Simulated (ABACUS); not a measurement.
Set up this calculation in ABACUS 3.10.1, as an ASE script.

```yaml
Task: relaxation of cell and atoms
Functional: OLYP
Potentials_or_basis: SPMS ONCV 1.0 PBE
Cutoff: 1116 eV
Density_cutoff: 4463 eV
Basis: plane waves
k_mesh: 10 × 10 × 10
Occupations: fermi-dirac, width 0.05 eV
Spin: no spin polarisation
Optimiser: ASE FIRE
Force_threshold: 0.01 eV/Å
Max_steps: 60
Cell_moves: yes
Radial_cutoff_of_the_potentials_pseudo_rcut: 10 bohr
SCF_threshold_on_the_density: 1e-08
Max_SCF_steps: 100
Eigensolver: dav
Mixing: broyden
Mixing_share: 0.7
Symmetry_key: 1
Bands: 8
```

The structure of C lies in C.cif:

```cif
data_C
_cell_length_a 3.56674000
_cell_length_b 3.56674000
_cell_length_c 3.56674000
_cell_angle_alpha 90.00000000
_cell_angle_beta 90.00000000
_cell_angle_gamma 90.00000000
_space_group_name_H-M_alt 'Fd-3m'
_space_group_name_Hall 'F 4d 2 3 -1d'
_space_group_IT_number 227
loop_
_space_group_symop_operation_xyz
'x,y,z'
'-y+1/4,x+1/4,z+1/4'
'-x,-y+1/2,z+1/2'
'y+3/4,-x+1/4,z+3/4'
'x,-y,-z'
'-y+1/4,-x+3/4,-z+3/4'
'-x,y+1/2,-z+1/2'
'y+3/4,x+3/4,-z+1/4'
'z,x,y'
'z+1/4,-y+1/4,x+1/4'
'z+1/2,-x,-y+1/2'
'z+3/4,y+3/4,-x+1/4'
'-z,x,-y'
'-z+3/4,-y+1/4,-x+3/4'
'-z+1/2,-x,y+1/2'
'-z+1/4,y+3/4,x+3/4'
'y,z,x'
'x+1/4,z+1/4,-y+1/4'
'-y+1/2,z+1/2,-x'
'-x+1/4,z+3/4,y+3/4'
'-y,-z,x'
'-x+3/4,-z+3/4,-y+1/4'
'y+1/2,-z+1/2,-x'
'x+3/4,-z+1/4,y+3/4'
'-x+1/4,-y+1/4,-z+1/4'
'y,-x,-z'
'x+1/4,y+3/4,-z+3/4'
'-y+1/2,x,-z+1/2'
'-x+1/4,y+1/4,z+1/4'
'y,x+1/2,z+1/2'
'x+1/4,-y+3/4,z+3/4'
'-y+1/2,-x+1/2,z'
'-z+1/4,-x+1/4,-y+1/4'
'-z,y,-x'
'-z+3/4,x+1/4,y+3/4'
'-z+1/2,-y+1/2,x'
'z+1/4,-x+1/4,y+1/4'
'z+1/2,y,x+1/2'
'z+3/4,x+1/4,-y+3/4'
'z,-y+1/2,-x+1/2'
'-y+1/4,-z+1/4,-x+1/4'
'-x,-z,y'
'y+3/4,-z+3/4,x+1/4'
'x,-z+1/2,-y+1/2'
'y+1/4,z+1/4,-x+1/4'
'x+1/2,z+1/2,y'
'-y+3/4,z+3/4,x+1/4'
'-x+1/2,z,-y+1/2'
'x,y+1/2,z+1/2'
'-y+1/4,x+3/4,z+3/4'
'-x,-y,z'
'y+3/4,-x+3/4,z+1/4'
'x,-y+1/2,-z+1/2'
'-y+1/4,-x+1/4,-z+1/4'
'-x,y,-z'
'y+3/4,x+1/4,-z+3/4'
'z,x+1/2,y+1/2'
'z+1/4,-y+3/4,x+3/4'
'z+1/2,-x+1/2,-y'
'z+3/4,y+1/4,-x+3/4'
'-z,x+1/2,-y+1/2'
'-z+3/4,-y+3/4,-x+1/4'
'-z+1/2,-x+1/2,y'
'-z+1/4,y+1/4,x+1/4'
'y,z+1/2,x+1/2'
'x+1/4,z+3/4,-y+3/4'
'-y+1/2,z,-x+1/2'
'-x+1/4,z+1/4,y+1/4'
'-y,-z+1/2,x+1/2'
'-x+3/4,-z+1/4,-y+3/4'
'y+1/2,-z,-x+1/2'
'x+3/4,-z+3/4,y+1/4'
'-x+1/4,-y+3/4,-z+3/4'
'y,-x+1/2,-z+1/2'
'x+1/4,y+1/4,-z+1/4'
'-y+1/2,x+1/2,-z'
'-x+1/4,y+3/4,z+3/4'
'y,x,z'
'x+1/4,-y+1/4,z+1/4'
'-y+1/2,-x,z+1/2'
'-z+1/4,-x+3/4,-y+3/4'
'-z,y+1/2,-x+1/2'
'-z+3/4,x+3/4,y+1/4'
'-z+1/2,-y,x+1/2'
'z+1/4,-x+3/4,y+3/4'
'z+1/2,y+1/2,x'
'z+3/4,x+3/4,-y+1/4'
'z,-y,-x'
'-y+1/4,-z+3/4,-x+3/4'
'-x,-z+1/2,y+1/2'
'y+3/4,-z+1/4,x+3/4'
'x,-z,-y'
'y+1/4,z+3/4,-x+3/4'
'x+1/2,z,y+1/2'
'-y+3/4,z+1/4,x+3/4'
'-x+1/2,z+1/2,-y'
'x+1/2,y,z+1/2'
'-y+3/4,x+1/4,z+3/4'
'-x+1/2,-y+1/2,z'
'y+1/4,-x+1/4,z+1/4'
'x+1/2,-y,-z+1/2'
'-y+3/4,-x+3/4,-z+1/4'
'-x+1/2,y+1/2,-z'
'y+1/4,x+3/4,-z+3/4'
'z+1/2,x,y+1/2'
'z+3/4,-y+1/4,x+3/4'
'z,-x,-y'
'z+1/4,y+3/4,-x+3/4'
'-z+1/2,x,-y+1/2'
'-z+1/4,-y+1/4,-x+1/4'
'-z,-x,y'
'-z+3/4,y+3/4,x+1/4'
'y+1/2,z,x+1/2'
'x+3/4,z+1/4,-y+3/4'
'-y,z+1/2,-x+1/2'
'-x+3/4,z+3/4,y+1/4'
'-y+1/2,-z,x+1/2'
'-x+1/4,-z+3/4,-y+3/4'
'y,-z+1/2,-x+1/2'
'x+1/4,-z+1/4,y+1/4'
'-x+3/4,-y+1/4,-z+3/4'
'y+1/2,-x,-z+1/2'
'x+3/4,y+3/4,-z+1/4'
'-y,x,-z'
'-x+3/4,y+1/4,z+3/4'
'y+1/2,x+1/2,z'
'x+3/4,-y+3/4,z+1/4'
'-y,-x+1/2,z+1/2'
'-z+3/4,-x+1/4,-y+3/4'
'-z+1/2,y,-x+1/2'
'-z+1/4,x+1/4,y+1/4'
'-z,-y+1/2,x+1/2'
'z+3/4,-x+1/4,y+3/4'
'z,y,x'
'z+1/4,x+1/4,-y+1/4'
'z+1/2,-y+1/2,-x'
'-y+3/4,-z+1/4,-x+3/4'
'-x+1/2,-z,y+1/2'
'y+1/4,-z+3/4,x+3/4'
'x+1/2,-z+1/2,-y'
'y+3/4,z+1/4,-x+3/4'
'x,z+1/2,y+1/2'
'-y+1/4,z+3/4,x+3/4'
'-x,z,-y'
'x+1/2,y+1/2,z'
'-y+3/4,x+3/4,z+1/4'
'-x+1/2,-y,z+1/2'
'y+1/4,-x+3/4,z+3/4'
'x+1/2,-y+1/2,-z'
'-y+3/4,-x+1/4,-z+3/4'
'-x+1/2,y,-z+1/2'
'y+1/4,x+1/4,-z+1/4'
'z+1/2,x+1/2,y'
'z+3/4,-y+3/4,x+1/4'
'z,-x+1/2,-y+1/2'
'z+1/4,y+1/4,-x+1/4'
'-z+1/2,x+1/2,-y'
'-z+1/4,-y+3/4,-x+3/4'
'-z,-x+1/2,y+1/2'
'-z+3/4,y+1/4,x+3/4'
'y+1/2,z+1/2,x'
'x+3/4,z+3/4,-y+1/4'
'-y,z,-x'
'-x+3/4,z+1/4,y+3/4'
'-y+1/2,-z+1/2,x'
'-x+1/4,-z+1/4,-y+1/4'
'y,-z,-x'
'x+1/4,-z+3/4,y+3/4'
'-x+3/4,-y+3/4,-z+1/4'
'y+1/2,-x+1/2,-z'
'x+3/4,y+1/4,-z+3/4'
'-y,x+1/2,-z+1/2'
'-x+3/4,y+3/4,z+1/4'
'y+1/2,x,z+1/2'
'x+3/4,-y+1/4,z+3/4'
'-y,-x,z'
'-z+3/4,-x+3/4,-y+1/4'
'-z+1/2,y+1/2,-x'
'-z+1/4,x+3/4,y+3/4'
'-z,-y,x'
'z+3/4,-x+3/4,y+1/4'
'z,y+1/2,x+1/2'
'z+1/4,x+3/4,-y+3/4'
'z+1/2,-y,-x+1/2'
'-y+3/4,-z+3/4,-x+1/4'
'-x+1/2,-z+1/2,y'
'y+1/4,-z+1/4,x+1/4'
'x+1/2,-z,-y+1/2'
'y+3/4,z+3/4,-x+1/4'
'x,z,y'
'-y+1/4,z+1/4,x+1/4'
'-x,z+1/2,-y+1/2'
loop_
_atom_site_label
_atom_site_type_symbol
_atom_site_symmetry_multiplicity
_atom_site_Wyckoff_symbol
_atom_site_fract_x
_atom_site_fract_y
_atom_site_fract_z
_atom_site_occupancy
C1 C 8 a 0.2500000000 0.2500000000 0.2500000000 1
```

This isn't the form of C at room conditions, which is graphite.

The input as run:

run_abacus.py

```python
"""Relaxation by an ASE optimiser with ABACUS as a small file-based calculator."""
import re
import subprocess
import spglib
from ase import Atoms
import numpy as np
from ase.calculators.calculator import Calculator, all_changes
from ase.filters import FrechetCellFilter
from ase.io import read
from ase.optimize import FIRE
from ase.stress import full_3x3_to_voigt_6_stress
from ase.units import Bohr, GPa

atoms = read("C.cif")
cell, frac, numbers = spglib.standardize_cell((atoms.cell[:], atoms.get_scaled_positions(), atoms.numbers), to_primitive=True, symprec=1e-4)
atoms = Atoms(numbers=numbers, cell=cell, scaled_positions=frac, pbc=True)  # the primitive cell
atoms = atoms[(-atoms.numbers).argsort(kind="stable")]  # ABACUS lists atoms element by element
pseudo = {'C': '06_C_4_1.2_1.2_pbe_n_v1.0.upf'}
orbital = {}
magmoms = None
kmesh = [10, 10, 10]
params = {
    'suffix': 'C',
    'calculation': 'scf',
    'basis_type': 'pw',
    'pseudo_dir': './',
    'symmetry': 1,
    'dft_functional': 'GGA_X_OPTX+GGA_C_LYP',
    'ecutwfc': 82,
    'pseudo_rcut': 10,
    'nspin': 1,
    'nbands': 8,
    'ks_solver': 'dav',
    'smearing_method': 'fd',
    'smearing_sigma': 0.00367493,
    'scf_thr': 1e-08,
    'scf_nmax': 100,
    'mixing_type': 'broyden',
    'mixing_beta': 0.7,
    'cal_force': 1,
    'cal_stress': 1,
    'kpar': 4,
}

def write_input(atoms):
    symbols = atoms.get_chemical_symbols()
    elements = list(dict.fromkeys(symbols))
    lines = ["ATOMIC_SPECIES"] + [f"{e} {atoms.get_masses()[symbols.index(e)]:.4f} {pseudo[e]}" for e in elements]
    if orbital:
        lines += ["", "NUMERICAL_ORBITAL"] + [orbital[e] for e in elements]
    lines += ["", "LATTICE_CONSTANT", f"{1 / Bohr:.10f}", "", "LATTICE_VECTORS"]
    lines += [" ".join(f"{x:.10f}" for x in v) for v in atoms.cell]
    lines += ["", "ATOMIC_POSITIONS", "Direct"]
    for e in elements:
        lines += ["", e, "0.0", str(symbols.count(e))]
        for i, p in enumerate(atoms.get_scaled_positions(wrap=False)):
            if symbols[i] == e:
                mag = "" if magmoms is None else " mag " + " ".join(str(x) for x in (magmoms[i] if isinstance(magmoms[i], list) else [magmoms[i]]))
                lines.append(" ".join(f"{x:.10f}" for x in p) + " 1 1 1" + mag)
    open("STRU", "w").write("\n".join(lines) + "\n")
    open("KPT", "w").write("K_POINTS\n0\nGamma\n%d %d %d 0 0 0\n" % tuple(kmesh))
    open("INPUT", "w").write("INPUT_PARAMETERS\n" + "".join(f"{k:<20s}{v}\n" for k, v in params.items()))

class Abacus(Calculator):
    implemented_properties = ["energy", "free_energy", "forces", "stress"]

    def calculate(self, atoms=None, properties=("energy",), system_changes=all_changes):
        super().calculate(atoms, properties, system_changes)
        write_input(self.atoms)
        subprocess.run(['mpirun', '-np', '4', 'abacus'], check=True)
        log = open("OUT.C/running_scf.log").read()
        if "charge density convergence is achieved" not in log:
            raise RuntimeError("SCF not converged")
        rows = lambda title, n: np.array([l.split()[-3:] for l in log.split(title)[-1].split("\n")[2:2 + n]], float)
        energy = float(re.findall(r"FINAL_ETOT_IS (\S+)", log)[-1])
        stress = -rows("TOTAL-STRESS", 3) / 10 * GPa  # ABACUS prints kbar, compression positive
        self.results = dict(energy=energy, free_energy=energy, forces=rows("TOTAL-FORCE", len(self.atoms)), stress=full_3x3_to_voigt_6_stress(stress))

atoms.calc = Abacus()
opt = FIRE(FrechetCellFilter(atoms), logfile="opt.log", trajectory="relax.traj")
print("optimiser converged:", opt.run(fmax=0.01, steps=60))
```

Potentials or basis: SPMS ONCV 1.0 PBE, plane waves.

The run is started by

```sh
$ OMP_NUM_THREADS=1 python run_abacus.py > log
```

It gave:

| Property | Result |
| --- | --- |
| Relaxed volume | 5.54 Å³/atom |
| Relaxed cell | a = 2.502 Å, b = 2.502 Å, c = 2.502 Å, α = 60.00°, β = 60.00°, γ = 60.00° |
| Space group after relaxing (to 0.05 Å) | Fd-3m (No. 227) |
| Energy gained by relaxing | 4.2 meV/atom |
| Ionic steps | 10 |
| Pressure after relaxing | 0.0 GPa |
| Band gap on the k mesh | 4.42 eV, indirect (least direct gap 5.70 eV) |

Caveat: the potentials were made for another functional, which shifts forces and pressure.

It took 14 s on 4 MPI ranks on Intel(R) Xeon(R) 6975P-C (Granite Rapids), on a shared host, peak memory 0.32 GiB a rank.
